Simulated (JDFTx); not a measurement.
# C: equation of state with r2SCAN

**What was measured.**

From “Equation of state of cubic boron nitride at high pressures and temperatures”, 2007, arxiv:cond-mat/0702656, for a bulk crystal of C: bulk modulus 444.8 ± 0.8 GPa.

The system is C.

```
CELL_PARAMETERS angstrom
0.00000 1.78337 1.78337
1.78337 0.00000 1.78337
1.78337 1.78337 0.00000
ATOMIC_POSITIONS crystal
C 0.75000 0.75000 0.75000
C 0.50000 0.50000 0.50000
```

This isn't the form of C at room conditions, which is graphite.

```
Program             : JDFTx 1.7.0 (patched build)
Task                : equation of state
Functional          : r2SCAN
Potentials or basis : SG15-PBE-1.2
Cutoff              : 1088 eV
Density cutoff      : 8708 eV
k mesh              : 13 × 13 × 13
Occupations         : fermi-dirac, width 0.05 eV
Spin                : no spin polarisation
```

| Property | Result |
| --- | --- |
| Equilibrium volume | 5.64 Å³/atom |
| Bulk modulus | 443 GPa |
| Pressure derivative of the bulk modulus | 3.7 |

Energy against volume, from the lowest point:
```csv
volume (Å³/atom),energy (meV/atom)
5.332,25.73
5.445,9.94
5.558,1.58
5.672,0.00
5.785,4.58
5.899,14.77
6.012,30.06
```

A measured bulk modulus of C is 444.8 GPa (quoted in “Equation of state of cubic boron nitride at high pressures and temperatures”, 2007, arxiv:cond-mat/0702656); the calculated 443 GPa misses it by -0.4 %. 3 values of this kind are on record (442 to 444.8 GPa); this one was drawn at random among those near their median, those with a stated uncertainty first. The fit is for a static lattice scaled at fixed shape and fixed fractional positions.

Caveat: the potentials were made for another functional, which shifts forces and pressure.
